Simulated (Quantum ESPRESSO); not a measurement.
AlCu under changes of volume

One of the cells (13.466 Å³/atom); the others are scaled copies at fixed shape and fractional positions:

```
Cu Al
1.0
     2.99751    0.00000    0.00000
     0.00000    2.99751    0.00000
     0.00000    0.00000    2.99751
Cu Al
1 1
Direct
  0.50000 0.50000 0.50000
  0.00000 0.00000 0.00000
```

The cell comes from a database or a generator and needn't be the stable form of this composition.

- Program: Quantum ESPRESSO 7.5
- Functional: r2SCAN
- Potentials or basis: SG15 PBE 1.2
- Cutoff: 1197 eV
- Density cutoff: 4789 eV
- k mesh: 7 × 7 × 7
- Occupations: fermi-dirac, width 0.05 eV
- Spin: no spin polarisation

```tsv
volume (Å³/atom)	energy over the lowest point (meV/atom)	pressure (GPa)
12.658	7.09	5.0
12.928	?	?
13.197	0.00	-0.7
13.466	3.04	-3.0
13.736	9.80	-5.1
14.005	19.86	-7.0
14.274	32.85	-8.6
```

Problem. What does the run at 12.928 Å³/atom give?

Solution. Energy over the lowest point 1.17 meV/atom; pressure 2.0 GPa.

Worked out: A Birch-Murnaghan fit of order 3 (a polynomial in V^(-2/3)) to the other rows has its minimum at 13.13 Å³/atom with B0 = V·E''(V) = 125 GPa and B' = 4.8. It gives 1.17 meV/atom at 12.928 Å³/atom, against the run's 1.17, and -dE/dV = 2.0 GPa, against 2.0.

Energies are extrapolated to zero smearing.

Caveats: the potentials were made for another functional, which shifts forces and pressure.
